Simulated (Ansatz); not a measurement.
Runs of Ansatz 0.2.0 on PbS. Symmetry: P-6m2, No. 187, hexagonal system. The conventional cell has a = 4.090 Å, b = 4.090 Å, c = 3.788 Å, α = 90.00°, β = 90.00°, γ = 120.00°. Pb (site symmetry -6m2) has 6 S at 3.03 Å as nearest neighbours. S (site symmetry -6m2) has 6 Pb at 3.03 Å as nearest neighbours. Measurements of this composition are mostly on another form, of space group No. 225.

```tsv
task	level	cell	smearing	gap on the mesh (eV)	pressure (GPa)	relaxed volume (Å³/atom)
single point	PBE	as given	gaussian 0.029 eV	0.21	0.1	-
relaxation of cell and atoms	BLYP+D3(BJ)	relaxed	fermi-dirac 0.05 eV	0.16	0.0	26.73
single point	PBE	as given	gaussian 0.03 eV	0.21	0.1	-
relaxation of cell and atoms	BLYP+D4	relaxed	fermi-dirac 0.05 eV	(a)	0.0	27.21
```

Alike in all rows: potentials or basis Ansatz PAW; no spin polarisation; k mesh 8 × 8 × 7; cutoff (eV) 420.

Estimate the missing entries.

(a) 0.23.

Caveats: odd divisions of the mesh miss points on the zone boundary, where band edges often lie, so the gap on the mesh can be too wide; spin-orbit coupling is left out, which as a rule narrows the gap of such compounds by several tenths of an eV; the plane-wave basis is chosen anew once the cell has moved, so the energies of steps on either side of that aren't comparable (some runs); the PAW data sets come from PBE, with cores solved anew for the run's functional, which leaves a small shift of forces and pressure (some runs).

A k mesh can miss the band edges, and the runs leave out spin-orbit coupling on Pb.
